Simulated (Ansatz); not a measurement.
Mechanical response of LiF (Fm-3m)

```
CELL_PARAMETERS angstrom
0.00000 2.00397 2.00397
2.00397 0.00000 2.00397
2.00397 2.00397 0.00000
ATOMIC_POSITIONS crystal
Li 0.00000 0.00000 0.00000
F 0.50000 0.50000 0.50000
```

Conventional cell: a = 4.008 Å, b = 4.008 Å, c = 4.008 Å, α = 90.00°, β = 90.00°, γ = 90.00°. Li (atom 1) is surrounded by 6 F at 2.00 Å. F (atom 2) has 6 Li at 2.00 Å as nearest neighbours.

Level of theory, where no other is named: PBEsol, all-electron LAPW in Ansatz 0.2.0, scalar-relativistic. k mesh 10×10×10, fixed occupations, basis error target 0.5 meV/atom. The cell was relaxed by PAW under this functional.

The cell is cubic and carries a residual pressure of -0.15 GPa at this level. Each strain component that symmetry leaves independent is applied at ±0.008, the ions relax wherever a strain frees them, and the stress (tension positive, GPa) is read. Shears are engineering strains, γ = 2ε.

```tsv
strain	size	σxx	σyy	σzz	σyz	σxz	σxy
xx	-0.008	-0.8976	-0.2153	-0.2153	0.0000	0.0000	0.0000
xx	+0.008	1.1040	0.5088	0.5088	0.0000	0.0000	0.0000
yz	-0.008	0.1560	0.1494	0.1494	-0.4963	0.0000	0.0000
yz	+0.008	0.1560	0.1494	0.1494	0.4963	0.0000	0.0000
```

A central difference gives one constant, for example C11 ≈ (1.1040 − (-0.8976))/(0.016) = 125.1 GPa; the program then imposes the crystal's symmetry on the whole matrix.

(1) What are the independent elastic constants?

(2) Do they meet the Born conditions?

(3) What moduli does a random aggregate of grains have?

(4) With the density of 2.676 g/cm³, how fast does sound travel, and what Debye temperature follows?

(5) How far do the constants move if PAW replaces LAPW in the same cell?

## Answers

(1) C11 = 125.1, C12 = 45.3, C44 = 62.0 GPa.

(2) C11 − C12 = 79.8, C11 + 2C12 = 215.6 and C44 = 62.0 GPa must all be positive, so the crystal is elastically stable; that says nothing yet of its phonons.

(3) B = (C11 + 2C12)/3 = 71.9 GPa. G_V = (C11 − C12 + 3C44)/5 = 53.2 and G_R = 5(C11 − C12)C44/(4C44 + 3(C11 − C12)) = 50.8, so G_H = 52.0 GPa. Then E = 9BG/(3B + G) = 125.7 GPa, ν = (3B − 2G)/(6B + 2G) = 0.209 and B/G = 1.38, on the brittle side of Pugh's 1.75 (a rule of thumb, made for metals; it doesn't predict ductility here).

(4) 

```csv
direction,slow (m/s),middle (m/s),fast (m/s)
[100],4815,4815,6837
[110],3863,4815,7417
[111],4204,4204,7600
```

The mean of v⁻³ over directions and branches gives v_m = 4850 m/s and θ_D = (ħ/k_B) v_m (6π²n)^(1/3) = 721 K, n being atoms per volume. Young's modulus spans 101 to 145 GPa over directions, and the universal anisotropy index is 0.24.

(5) 

```json
{"constant": "C11", "LAPW (GPa)": "125.1", "PAW (GPa)": "125.3", "difference": "0.2"}
{"constant": "C12", "LAPW (GPa)": "45.3", "PAW (GPa)": "45.5", "difference": "0.2"}
{"constant": "C44", "LAPW (GPa)": "62.0", "PAW (GPa)": "62.0", "difference": "0.0"}
```

Keep in mind: the frozen-core PAW files of the compared runs were fitted under PBE, their cores solved anew for this functional.
